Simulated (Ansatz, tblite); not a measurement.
CsSnBr$_{3}$: GFN2-xTB, run from Python

These are simulated results from tblite 0.8.0, not measurements. The cell began as a database structure and was relaxed with r2SCAN in plane waves (Ansatz 0.2.0). It may be hypothetical. All runs are without spin polarisation.

It is cubic, Pm-3m (No. 221); conventional cell a = 5.841 Å, 39.86 Å³ an atom. Cs has 12 Br at 4.13 Å; Sn has 6 Br at 2.92 Å; Br has 2 Sn at 2.92 Å and 4 Cs at 4.13 Å.

tblite solves periodic systems at the zone centre alone, so the script builds a cluster of 2×2×2 conventional cells (40 atoms), which folds in a coarse mesh of k points.

run.py reads:

```python
import json
from ase import Atoms
from ase.build import make_supercell
from ase.units import Bohr, GPa, Hartree
from tblite.interface import Calculator

atoms = Atoms(['Cs', 'Sn', 'Br', 'Br', 'Br'],
              cell=[[5.84109181, 0.0, 0.0], [0.0, 5.84109181, 0.0], [0.0, 0.0, 5.84109181]],
              scaled_positions=[[0.0, 0.0, 0.0], [0.5, 0.5, 0.5], [0.5, 0.0, 0.5], [0.5, 0.5, 0.0], [0.0, 0.5, 0.5]],
              pbc=True)
cluster = make_supercell(atoms, [[2, 0, 0], [0, 2, 0], [0, 0, 2]])
calc = Calculator('GFN2-xTB', cluster.numbers, cluster.positions / Bohr, lattice=cluster.cell[:] / Bohr, periodic=cluster.pbc)
calc.set('temperature', 0.02 / Hartree)
calc.set('max-iter', 150)
res = calc.singlepoint()
levels = res.get('orbital-energies') * Hartree
nv = round(res.get('orbital-occupations').sum() / 2)
cells = len(cluster) // len(atoms)
out = {'energy_per_cell': res.get('energy') * Hartree / cells, 'homo': levels[nv - 1], 'lumo': levels[nv],
       'stress': (-res.get('virial') * Hartree / cluster.get_volume() / GPa).tolist(), 'charges': res.get('charges')[:len(atoms)].tolist(), 'electrons': 2 * nv / cells}
json.dump(out, open('results.json', 'w'))
for key, value in out.items():
    print(key, value)
```

Command: `python run.py`. It took 3.2 s on 1 thread of Arm Neoverse V1, on a shared host, peak memory 0.096 GiB.

Output:

```
------------------------------------------------------------
  cycle        total energy    energy error   density error
------------------------------------------------------------
      1     -113.8222869204  -1.1385676E+02   3.1154483E-01
      2     -63.49310403496   5.0329183E+01   5.9526573E-01
      3     -115.7557760902  -5.2262672E+01   1.9790449E-01
      4     -118.7803779330  -3.0246018E+00   6.0958282E-02
      5     -119.0229316568  -2.4255372E-01   4.0723625E-02
      6     -119.0511412819  -2.8209625E-02   3.2507376E-02
      7     -119.0479862267   3.1550553E-03   2.6689509E-02
      8     -119.1065766963  -5.8590470E-02   4.1930128E-03
      9     -119.1077503300  -1.1736338E-03   3.0300198E-03
     10     -119.1088123156  -1.0619855E-03   1.3048210E-03
     11     -119.1090201443  -2.0782871E-04   5.9533264E-04
     12     -119.1090696258  -4.9481560E-05   1.4710059E-04
     13     -119.1090704350  -8.0916304E-07   4.3350475E-05
     14     -119.1090705621  -1.2710309E-07   3.0195025E-05
     15     -119.1090706387  -7.6593381E-08   1.9631985E-05
------------------------------------------------------------

 total:                                   2.248 sec
energy_per_cell -405.14036251916025
homo -10.502247387469353
lumo -6.201456737495997
stress [[2.0337827427848008, 6.661139208579179e-07, 6.661138920506051e-07], [6.66113920810884e-07, 2.0337827427847546, 6.661139778386162e-07], [6.661138920457903e-07, 6.661139778417262e-07, 2.033782742784847]]
charges [0.5367069004986933, 0.7264647113981219, -0.42107152603594966, -0.4210715260358371, -0.4210715260359263]
electrons 26.0
```

The cycle table is in hartree for the whole cluster, and the lines after it are in eV (the energy for one cell). The printed stress is in GPa and positive in compression, and the pressure is its mean diagonal.

GFN2-xTB gives a gap of 4.30 eV. On the same cell, plane-wave PBE (Ansatz, 4×4×4 k points and the special points) gives a gap of 0.50 eV and r2SCAN a gap of 0.68 eV; on shared hosts these took about 6.3 and 16 core-seconds on the 5-atom cell, against 3 for the script. Spin-orbit coupling, left out in all these runs, can cut or reorder the gap by tenths of an eV, up to about 1 eV with Pb or Bi. xTB was fitted to molecules, so gaps, charges and pressures of solids can be far off, and the gap also depends on the size of the cluster.

The same script was run on cells scaled at fixed shape and fractional coordinates:

```tsv
volume (Å³/atom)	energy (meV/atom)	pressure (GPa, positive in compression)	gap (eV)
35.07	104.8	5.22	3.74
37.47	40.8	3.42	4.08
39.86	0.0	2.03	4.30
42.25	-35.8	0.97	4.43
44.64	-44.0	0.27	4.50
```

The minimum lies beyond the largest of these volumes.

xTB was fitted mostly to molecules, and a small cluster samples few k points, so gaps, pressures and kinks along a curve can be far from a solid's.

Spin-orbit coupling is left out, which matters wherever the heavy atoms make up the band edges.
